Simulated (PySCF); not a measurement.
Molecule: norbornene (C1=C[C@H]2CC[C@@H]1C2, C7H10).

Geometry:
```
atom   x (Å)   y (Å)   z (Å)
  C1   1.428   0.417  -0.538
  C2   0.766   1.401   0.088
  C3  -0.379   0.764   0.846
  C4  -1.398   0.293  -0.233
  C5  -0.634  -0.844  -0.956
  C6   0.727  -0.882  -0.201
  C7   0.260  -0.579   1.231
  H8   2.242   0.522  -1.258
  H9   0.929   2.476  -0.015
 H10  -0.820   1.363   1.654
 H11  -1.690   1.112  -0.905
 H12  -2.316  -0.083   0.246
 H13  -1.156  -1.808  -0.852
 H14  -0.500  -0.658  -2.031
 H15   1.307  -1.802  -0.359
 H16   1.095  -0.468   1.938
 H17  -0.463  -1.314   1.621
```

Geometry PBE0-D3(BJ)/def2-SVP throughout; GIAO in PySCF 2.14.0 with density-fitted response routines, gas phase, one conformer, non-relativistic; equivalent atoms averaged; basis pcSseg-1.

For orientation, PBE gives these absolute shieldings σ: C1/C2 37.1, C7 126.5, C3/C6 132.8, C4/C5 151.9, H8/H9 25.01, H10/H15 28.46, H16 29.86, H17 30.18, H11/H14 30.25 ppm.

A run gave: C1/C2 50.1, C7 131.7, C3/C6 137.2, C4/C5 155.1, H8/H9 25.28, H10/H15 28.61, H16 30.05, H17 30.29, H11/H14 30.39 ppm (absolute shieldings σ).

Question: Which functional was used in that run?
A. B97-2
B. OPBE
C. KT3
D. WP04
E. PBE0

Answer: C. C3/C6 tells them apart best: KT3 gives 137.2, PBE0 gives 139.8, OPBE gives 140.0, WP04 gives 124.6, B97-2 gives 139.3 ppm.
